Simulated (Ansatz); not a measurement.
# Uniaxial strain in HfO2

Cell: a structure deposited in the COD, whose atoms a relaxation with PBE at fixed cell left in place.

```xyz
3
Lattice="0.0000 2.5575 2.5575 2.5575 0.0000 2.5575 2.5575 2.5575 0.0000" Properties=species:S:1:pos:R:3 pbc="T T T"
Hf    0.0000    0.0000    0.0000
O     1.2788    1.2788    1.2788
O     3.8363    3.8363    3.8363
```

Atoms are numbered from 1 in the order listed; like atoms form one site, named after its first atom.

Level of theory: DFT, PBE, plane waves and PAW, scalar-relativistic, 420 eV cutoff, Γ-centred 10×10×10 k-points, Fermi–Dirac smearing 0.02 eV (Ansatz 0.2.0).

The cell is stretched along z (the third Cartesian axis of the run's cell), x and y held, and the ions relax again each time. Tension counts as positive.

| strain along z (%) | stress along z (GPa) | stress along x (GPa) | gap on the k-mesh (eV) |
| --- | --- | --- | --- |
| -3 | -14.6 | -0.5 | 3.50 |
| -2 | ? | ? | ? |
| -1 | -3.0 | 1.5 | 3.67 |
| 0 | 2.5 | 2.5 | 3.72 |
| +1 | 7.7 | 3.3 | 3.66 |
| +2 | 12.7 | 4.0 | 3.58 |
| +3 | 17.5 | 4.7 | 3.45 |

Q: Estimate the row at -2 % from the others.

A: stress along z (GPa): -8.6; stress along x (GPa): 0.5; gap on the k-mesh (eV): 3.61. Worked: parabolas through the other 6 rows give -8.7 and 0.5 GPa at -2 %. Their slopes at zero strain are 534 GPa (C₁₁) and 88 GPa (C₁₂). They hold at this cell, where the calculated pressure is -2.5 GPa. The gap doesn't change in one direction over the range: it is largest at 0 % (3.72 eV) and smallest at +3 % (3.45 eV), so no single slope describes it.

All values belong to this cell and structure model. This high-symmetry form of HfO2 is unstable when cold, to shifts of the oxygen columns, towards the tetragonal form. The symmetry of the cell holds that distortion back, wholly or in part, and it would change the field gradients, the more the larger the distortion.
